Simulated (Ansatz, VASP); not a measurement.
## Sr: VASP beside Ansatz

POSCAR

```
Sr
1.0
    0.0000000000      3.0521104090      3.0521104090
    3.0521104090      0.0000000000      3.0521104090
    3.0521104090      3.0521104090      0.0000000000
Sr
1
Direct
    0.0000000000      0.0000000000      0.0000000000
```

Contents of INCAR.step1:

```
PREC = Accurate
ENCUT = 520
ISMEAR = -1
SIGMA = 0.6
LREAL = False
LASPH = True
NELM = 80
NBANDS = 11
GGA = PE
ALGO = Normal
EDIFF = 1E-4
LWAVE = True
LCHARG = False
```

INCAR.step2

```
PREC = Accurate
ENCUT = 520
EDIFF = 1E-7
ISMEAR = -1
SIGMA = 0.6
LREAL = False
LASPH = True
NELM = 80
ALGO = Normal
ISIF = 2
LWAVE = False
LCHARG = False
METAGGA = R2SCAN
LMIXTAU = True
NBANDS = 11
ISTART = 1
```

The input KPOINTS:

```
regular mesh
0
Gamma
  9 9 9
```

Input for Ansatz:

```yaml
crystal:
  lattice:
    - [0.0, 3.052110409, 3.052110409]
    - [3.052110409, 0.0, 3.052110409]
    - [3.052110409, 3.052110409, 0.0]
  atoms:
    - { symbol: Sr, position: [0.0, 0.0, 0.0] }
hamiltonian:
  xc: r2scan
  pseudopotentials:
    kind: paw
    azcp:
      Sr: "pseudopotentials/Sr.paw.azcp"
basis:
  ecutwfc: 500
  fft_grid_basis: typed
kpoints:
  mp_grid: { grid: [9, 9, 9], shift: [0, 0, 0] }
magnetization:
  spin_polarized: false
scf:
  occupations: { method: fermi_dirac, width: 0.6 }
  lower_state_search: "off"
output:
  stress: true
  write_density: true
  write_potential: true
  elf: true
  volumetric_format: npy
```

Alike in both runs: task single point; functional r2SCAN; k mesh 9 × 9 × 9; occupations fermi-dirac, width 0.6 eV; no spin polarisation.

|  | VASP | Ansatz |
| --- | --- | --- |
| version | VASP 6.6.1 | Ansatz 0.2.0 |
| potentials or method | VASP PAW PBE potentials, release 64 (Sr_sv) | plane waves (500 eV) with PAW, scalar-relativistic |
| plane-wave cutoff (eV) | 520 | 500 |
| valence electrons in the cell | 10 | 10 |

```csv
,VASP,Ansatz,Ansatz less VASP
pressure (GPa),0.4,0.4,-0.02
```

Caveats: the PAW data sets were made with another functional, which shifts forces and pressure a little (VASP).
